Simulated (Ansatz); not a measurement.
Consider the formal hydrolysis of a C–B bond: `OCCBF` + H₂O → `OCCO` + `BF`.

Program: Ansatz. Geometries: PBE0-D4/def2-TZVP. ΔE: electronic, gas phase. CBS: MP2 limit from def2 TZ/QZ plus the TZ coupled-cluster correction, frozen cores. This one scheme is used for every species. Functionals use def2-TZVPP. B3LYP here is the variant with VWN-RPA as its local correlation; programs differ in this. Each species was taken in one conformer, which may not be the lowest.

CCSD(T)/CBS gives +95.1 kJ/mol.

Another level gave +89.9 kJ/mol. Which?
A. MP2/def2-TZVPP
B. HF/def2-TZVPP
C. CCSD(T)/def2-TZVPP
D. B3LYP/def2-TZVPP

C. CCSD(T)/def2-TZVPP 89.9, HF/def2-TZVPP 76.0, MP2/def2-TZVPP 95.0, B3LYP 83.4 kJ/mol.

Largest T1 diagnostic among the species: 0.013.

The D4 term adds +3.6 kJ/mol with B3LYP and +2.0 kJ/mol with PBE0; it sums over pairs of atoms, weighted by their polarisabilities, and B3LYP, whose exchange is more repulsive, gets the larger term. In def2-TZVPP, CCSD(T) changes the Hartree–Fock value by +13.9 kJ/mol (the triples alone add +0.6 kJ/mol) and MP2 by +19.0 kJ/mol.

CCSD(T)/CBS has its own doubt, a few kJ/mol and more with outer-core shells, so smaller differences from it don't rank the levels.
